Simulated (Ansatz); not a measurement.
ZrC:

```
Zr C
1.0
     0.00000    2.36500    2.36500
     2.36500    0.00000    2.36500
     2.36500    2.36500    0.00000
Zr C
1 1
Cartesian
  2.3650 2.3650 2.3650
  0.0000 0.0000 0.0000
```

A run of Ansatz 0.2.0 on this cell left the log below. Logs are shortened: lines on timing, memory, paths and dates and some standing lists are left out, and cuts for length are marked.

```text
Warning: RAYON_NUM_THREADS=1 ignored (pool sized by the plan → 1); use --threads N
The last accepted step is kept in <dir> (removed where the run ends without a failure and the disk answers)
LAPW: plane waves up to 8.376 Å⁻¹, error target 1.0e-3 eV per atom; small_component_spin mean_spin; C in spheres of 1.023 Å, 6 of its electrons in bands, Dirac shells []; Zr in spheres of 1.271 Å, 30 of its electrons in bands, Dirac shells [] (how accurate: hamiltonian.pseudopotentials.lapw.basis_error, Limitations)
Engine: ansatz 0.2.0, aarch64-unknown-linux-gnu
Pseudopotentials: kind: all_electron
Pseudopotential: Zr, LAPW, valence charge 30, lapw/all_electron/scalar/gaussian/Zr, Koelling and Harmon's equation, gaussian nucleus
Pseudopotential: C, LAPW, valence charge 6, lapw/all_electron/scalar/gaussian/C, Koelling and Harmon's equation, gaussian nucleus
Functional definition: SPW92
  exchange = slater_x
  correlation = pw_c
Crystal: 2 atoms, lattice volume = 26.456 Å³
Basis set: ecut = 267.2791337920316 eV, 259 PW (Γ), exchange–correlation at level 2
Bands: 22, of which v1, the nominal top of the filled ones, is band 18 counted from 1 (17 counted from 0)
Symmetry: 48 space group operations
Space group: Fm-3m (ITA 225), of the structure as read, at distance tolerance 3.0e-5 Å
k-points: 47 of 1000
Non-local potential: Zr, projectors of the file, none
Non-local potential: C, projectors of the file, none
Initial density: superposition of atomic densities (chi_scale 0.1, normalization cell, long waves kept (reshape's long-wave potential 0.00 eV rms))
Initial wavefunctions: plane waves of lowest kinetic energy (no species holds an atomic orbital)
Functional: x = slater, c = lda
iter 1 solved again at ethr=1.64e-2 eV; its pass at ethr=1.00e-1 eV (dr2=5.91e0 eV) is discarded
SCF iter   1: F=—  HF=-98853.545003 eV  |F-HF|=—  |Δ(HF+E_count)|=         —  Δρ=1.23e-1  dr2=5.91e0  ethr=1.64e-2  ⟨swp⟩=2.0  Hψ=6672  notcnv=0
preconditioner: auto → Kerker (q_TF=auto, 2.872 Å⁻¹)  [metal: Δε(μ)=0.064 eV  Ē_g=18.142 eV  σ=0.050 eV  W_gap=0.29  n_scr=14 (ndim 8)  ℏωp=27.0 eV  f_vac=0.000  D(μ)=0.15/eV (n_scr^D=0)]
iter 2 solved again at ethr=2.05e-4 eV; its pass at ethr=1.64e-2 eV (dr2=7.40e-2 eV) is discarded
SCF iter   2: F=—  HF=-98851.703727 eV  |F-HF|=—  |Δ(HF+E_count)|=    1.84e0  Δρ=2.03e-2  dr2=7.36e-2  ethr=2.05e-4  ⟨swp⟩=2.0  Hψ=5202  notcnv=0
preconditioner: auto → none  [insulator: Δε(μ)=0.150 eV  Ē_g=17.831 eV  σ=0.050 eV  W_gap=0.63  n_scr=14 (ndim 8)  ℏωp=27.0 eV  f_vac=0.000  D(μ)=0.32/eV (n_scr^D=0)  ε∞_Penn≈3.3]
SCF iter   3: F=—  HF=-98851.650094 eV  |F-HF|=—  |Δ(HF+E_count)|=         —  Δρ=1.02e-2  dr2=1.23e-2  ethr=2.04e-4  ⟨swp⟩=2.0  Hψ=3184  notcnv=0
the basis was enlarged: its passes take 129.0 KiB over the memory plan, 1 of 1 planned eigensolver slots
[... 57 lines left out ...]
SCF 6 converged in 2 iterations: F = -98851.689034 eV  dr2 = 9.21e-9
relax step   6: F+E_penalty+E_count = -98851.68903358 eV  Δ(F+E_penalty+E_count) = -2.479e-7 eV  max|allowed force component| = 4.396e-31 eV/Å  Δτ_max = 0.0000 Å  P = -0.000 GPa  Ω = 25.006 Å³  stress off target by 2.36e-4 GPa  SCF on the basis re-selected at this cell (its energy is not comparable with the rows above)  (2 SCF iters)
basis re-selected at this cell: Δ(F+E_penalty+E_count) = -2.479e-7 eV, ΔP = +0.002 GPa vs the last step (what re-selecting the basis moved, after the strain that the cell walked since its last selection, with what the two solves' SCF thresholds leave and, on support functions, any second-order correction that the steps lacked; it is no measure of the basis error at this ecutwfc). This SCF's stress stands 2.36e-4 GPa from its target on what of the cell is left free (relax.cell.stress_tol is 5.00e-2 GPa) and its largest allowed force component is 4.40e-31 eV/Å (relax.f_tol is 1.00e-2 eV/Å): within both
SCF converged after 2 iterations
Free energy (F): -98851.689034 eV
Harris-Foulkes:  -98851.689034 eV  (|F-HF|=1.35e-8)
Internal energy: -98851.686567 eV  (E = F + TS)
E sigma→0 (E₀):  -98851.687800 eV
Entropy (-TS):   -0.002466 eV (-1.233 meV/atom)
Fermi energy:    16.950897 eV
--- Per-component energies (eV) ---
  E_band       = -4528.898859
  E_kinetic    = 102033.915611
  E_xc         = -3143.236049
  E_electrostatic = -197742.366129  (all electrons and nuclei)
  E_smearing   = -0.002466  (= −TS)
  E_closure    = 0.000000  (closes the sum)
  E_atoms      = -98831.595125  (free atoms, spherical and without spin; not in F)
  Σ components = -98851.689034   (vs F -98851.689034, Δ=0.00e0)
  Basis errors (estimates in eV, not in F): energy 3.7e-4 per atom: plane waves 3.4e-4 (2.0e-4 summed), levels above the bands 2.8e-28, relativity 7.7e-9, radial functions 2.5e-5, core shells 2.1e-12; eigenvalues (radial functions only) 2.6e-6; not estimated: angular momenta, meshes, grids; target (lapw.basis_error) 1.0e-3; muffin-tin radii C 1.004 Å, Zr 1.247 Å
--- Forces (eV/Å), atoms counted from 1 ---
  atom   1  Zr    -0.00000000    -0.00000000    -0.00000000
  atom   2  C      0.00000000    -0.00000000    -0.00000000
  max |Σ_I F_I| component: 9.61e-31 eV/Å
--- Stress (GPa, compression-positive) ---
       -0.000236      -0.000000      -0.000000
       -0.000000      -0.000236      -0.000000
       -0.000000      -0.000000      -0.000236
  P = ⅓ Tr σ = -0.0002 GPa (-0.002 kbar)
--- Relaxed structure (5 steps of the walk, 4 accepted, 1 SCFs on fresh bases) ---
  F+E_penalty+E_count = -98851.68903358 eV   max|allowed force component| = 4.396e-31 eV/Å   (the final SCF, on the basis selected at the relaxed cell)
  cell:  # Å, volume = 25.0059 Å³
    - [-5.6008466961370395e-34, 2.3209783658979544, 2.3209783658979544]
    - [2.3209783658979544, 9.94385520230039e-34, 2.3209783658979544]
    - [2.3209783658979544, 2.3209783658979544, 4.84458419065151e-34]
  atoms:
    - { symbol: Zr, position: [0.5, 0.5, 0.5] }
    - { symbol: C, position: [-1.717802266105766e-49, 7.534220465376166e-50, 3.0136881861504856e-51] }
```

Write the input and the command behind it.

Relaxation of cell and atoms with LDA, no spin polarisation. The files as run (others can give the same):

input.yaml
```yaml
crystal:
  lattice:
    - [0.0, 2.365, 2.365]
    - [2.365, 0.0, 2.365]
    - [2.365, 2.365, 0.0]
  atoms:
    - { symbol: Zr, position: [0.5, 0.5, 0.5] }
    - { symbol: C, position: [0.0, 0.0, 0.0] }
kpoints:
  mp_grid: { grid: [10, 10, 10] }
scf:
  occupations: { method: fermi_dirac, width: 0.05 }
hamiltonian:
  xc: lda
  pseudopotentials: { kind: all_electron, lapw: { basis_error: 0.001 } }
output:
  forces: true
  stress: true
relax:
  f_tol: 0.01
  max_steps: 60
  cell: {}
```

Potentials or basis: all-electron LAPW, scalar-relativistic.
Command:
```sh
$ ansatz run input.yaml --threads 1 --pin off --max-ram 3072MiB --backend cpu --events-out ev --progress --plain --runs-dir out
```
